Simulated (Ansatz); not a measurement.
The calculation used DFT PBE, scalar-relativistic, plane waves, PAW (Ansatz 0.2.0).

Settings: cutoff 420 eV, Γ-centred mesh 12×12×12 on the computed 3-atom cell, Gaussian smearing of 0.10 eV; no spin polarisation.

```
CELL_PARAMETERS angstrom
-0.05404 2.84101 2.84101
2.78697 0.00000 2.78697
2.78697 2.78697 0.00000
ATOMIC_POSITIONS crystal
Pb 0.00000 0.00000 0.00000
O 0.30888 0.23037 0.23037
O 0.69112 0.76963 0.76963
```

Problem. Is this geometry at equilibrium? Which atom feels the largest force?

Solution. It isn't. Atom 2 (O) feels (0.92, -0.92, -0.92) eV/Å, 1.587 eV/Å in size, and symmetry-related atoms feel the same size.

Problem. Give all forces and the stress.

Solution.
| atom | Fx | Fy | Fz |
| --- | --- | --- | --- |
| Pb1 | 0.000 | 0.000 | 0.000 |
| O2 | 0.916 | -0.916 | -0.916 |
| O3 | -0.916 | 0.916 | 0.916 |
Stress (GPa, compression positive):
```
-9.32  1.31  1.31
 1.31 -9.32 -1.31
 1.31 -1.31 -9.32
```

Spin–orbit coupling is left out, which can shift energies with elements as heavy as these.